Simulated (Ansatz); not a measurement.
Cu under changes of volume

One of the cells (11.458 Å³/atom); the others are scaled copies at fixed shape and fractional positions:

```
Cu
1.0
    -1.44279    1.44279    1.37608
     1.44279   -1.44279    1.37608
     1.44279    1.44279   -1.37608
Cu
1
Cartesian
  0.0000 0.0000 0.0000
```

This isn't the form of Cu at room conditions, which is fcc.

| Quantity | Value |
| --- | --- |
| Program | Ansatz 0.2.0 |
| Functional | PBEsol |
| Potentials or basis | all-electron LAPW, scalar-relativistic |
| Cutoff | 322 eV (chosen from the basis error) |
| Basis error allowed | 0.001 eV/atom |
| k mesh | 13 × 13 × 13 |
| Occupations | fermi-dirac, width 0.05 eV |
| Spin | no spin polarisation |

| volume (Å³/atom) | energy over the lowest point (meV/atom) | pressure (GPa) |
| --- | --- | --- |
| 10.771 | 17.09 | 10.1 |
| 11.000 | 5.82 | 5.8 |
| 11.229 | ? | ? |
| 11.458 | 0.00 | -1.4 |
| 11.687 | 4.19 | -4.4 |
| 11.916 | 12.39 | -7.0 |
| 12.146 | 24.13 | -9.3 |

Task: What does the run at 11.229 Å³/atom give?

Result: Energy over the lowest point 0.34 meV/atom; pressure 2.0 GPa.

Worked out: A Birch-Murnaghan fit of order 3 (a polynomial in V^(-2/3)) to the other rows has its minimum at 11.36 Å³/atom with B0 = V·E''(V) = 166 GPa and B' = 5.2 at fixed shape and positions, which overstates the stiffness. It gives 0.34 meV/atom at 11.229 Å³/atom, against the run's 0.34, and -dE/dV = 2.0 GPa, against 2.0.

Energies are extrapolated to zero smearing.
